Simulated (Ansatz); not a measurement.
The system is Sc.

```
Sc
1.0
     0.00000    2.26000    2.26000
     2.26000    0.00000    2.26000
     2.26000    2.26000    0.00000
Sc
1
Direct
  0.00000 0.00000 0.00000
```

This isn't the form of Sc at room conditions, which is hcp.

| Quantity | Value |
| --- | --- |
| Program | Ansatz 0.2.0 |
| Task | single point |
| Functional | PBE |
| Potentials or basis | all-electron LAPW, scalar-relativistic |
| Cutoff | 174 eV (chosen from the basis error) |
| Basis error allowed | 0.001 eV/atom |
| k mesh | 10 × 10 × 10 |
| Occupations | fermi-dirac, width 0.05 eV |
| Spin | no spin polarisation |

On this cell: pressure 3.8 GPa; band gap on the k mesh none (metal or under the smearing width).

The same run follows on a disturbed copy (cell strained at random at fixed volume):

```
Sc
1.0
    -0.01168    2.25030    2.29529
     2.24844   -0.02351    2.30712
     2.21212    2.22582    0.01281
Sc
1
Cartesian
  -0.0081 -0.0284 -0.0170
```

What does the disturbed cell give?

The energy (extrapolated to zero smearing) moves by +2.5 meV/atom; pressure 3.8 GPa; band gap on the k mesh none (metal or under the smearing width).

Stress tensor (GPa, compression positive):
```
 4.07  0.90 -0.42
 0.90  3.94 -0.01
-0.42 -0.01  3.42
```
